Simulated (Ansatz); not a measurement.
# A series in volume per atom on AlAs

Results calculated with Ansatz 0.2.0, not measured. Periodic Kohn-Sham DFT of a crystal at fixed atoms; pressure and stress are positive in compression; the energy is the free energy less that of spherical unpolarised free atoms; site moments are those in the method's own spheres, positive along +z.

Cell of the first row (space group F-43m, No. 216):
```
AlAs
1.0
      0.0000     2.7731     2.7731
      2.7731     0.0000     2.7731
      2.7731     2.7731     0.0000
Al As
1 1
Direct
  0.00000 0.00000 0.00000
  0.75000 0.75000 0.75000
```

Settings of every row: method frozen-core PAW; functional PBE; relativity scalar; k mesh 11x11x11; filling fermi-dirac; smearing width 0.05 eV; wave cutoff 420 eV; paw set soft_2.

Atom start moment: 0 on all atoms.

```
row  volume per atom (Å³)  pressure (GPa)
  1                21.326           8.019
  2                21.995            5.12
  3                22.675               ?
  4                23.355           0.416
  5                24.035          -1.445
```

Question: what pressure should row 3 give?

Worked fit of pressure. Take u = (V_r/V)^(2/3) − 1 with V_r = 22.675 Å³ an atom, which is twice the finite (Eulerian) strain; such expansions in the strain, on which the Birch-Murnaghan equation of state is built, carry the rest volume and the bulk modulus. The shown rows have u = 0.04174, 0.02051, -0.01951, -0.03809. Least squares give pressure = 2.5873 + 117.401 × u + 304.16 × u² GPa; a straight line predicts inner rows, each left out in turn, worse (root mean square 0.28 against 0.0082 GPa). The rows lie off it by 0.001, -0.003, 0.003, -0.002. The pressure vanishes at u = -0.0235, or V = 23.5 Å³ an atom, and there the bulk modulus at fixed shape and fractions is B = −V dP/dV = (2/3)(1 + u) dP/du = 67.1 GPa. The withheld row has u = 0, so the fit gives 2.5873 + 117.401 × (0) + 304.16 × (0)² = 2.587 GPa.

The calculation gave 2.588 GPa. The fit lies 0.001 GPa (0.011 % of the column's range) below it, one unit of the last digit.
